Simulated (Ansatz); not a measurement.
HfO2:

```
Hf O
1.0
     5.21946    0.00000    0.00000
     0.00000    5.00476    0.00000
     0.00000    0.00000    5.03269
Hf O
4 8
Cartesian
  5.0472 3.6661 3.7314
  2.7820 3.6661 1.2151
  2.4375 1.3387 3.7314
  0.1723 1.3387 1.2151
  3.2994 4.6477 4.4251
  4.5298 4.6477 1.9087
  1.2211 2.7020 2.4776
  1.3886 2.7020 4.9939
  3.9984 2.3028 4.9939
  3.8308 2.3028 2.4776
  0.6896 0.3571 4.4251
  1.9201 0.3571 1.9087
```

Measurements of this composition are mostly on another form, of space group No. 14.

Base run:

| Item | Value |
| --- | --- |
| Program | Ansatz 0.2.0 |
| Functional | PBE |
| Potentials or basis | SPMS NC |
| Cutoff | 1034 eV (not typed: the program's choice for these potentials) |
| k mesh | 5 × 6 × 5 |
| Occupations | fermi-dirac, width 0.05 eV |
| Spin | no spin polarisation |

Its results: band gap on the k mesh 4.50 eV, indirect (least direct gap 4.71 eV); pressure 7.4 GPa; largest force 0.083 eV/Å.

Question: The run is repeated on the same cell with these changes: potentials or basis from SPMS NC to Ansatz PAW; cutoff from 1034 eV (not typed: the program's choice for these potentials) to 420 eV (not typed: the program's choice for these potentials); valence electrons from 96 to 152. What comes out?

Answer: Band gap on the k mesh 4.48 eV, indirect (least direct gap 4.68 eV); pressure 9.8 GPa; largest force 0.117 eV/Å.

Caveats: odd divisions of the mesh miss points on the zone boundary, where band edges often lie, so the gap on the mesh can be too wide; spin-orbit coupling is left out, which moves the levels of the heavy elements.

A k mesh can miss the band edges.
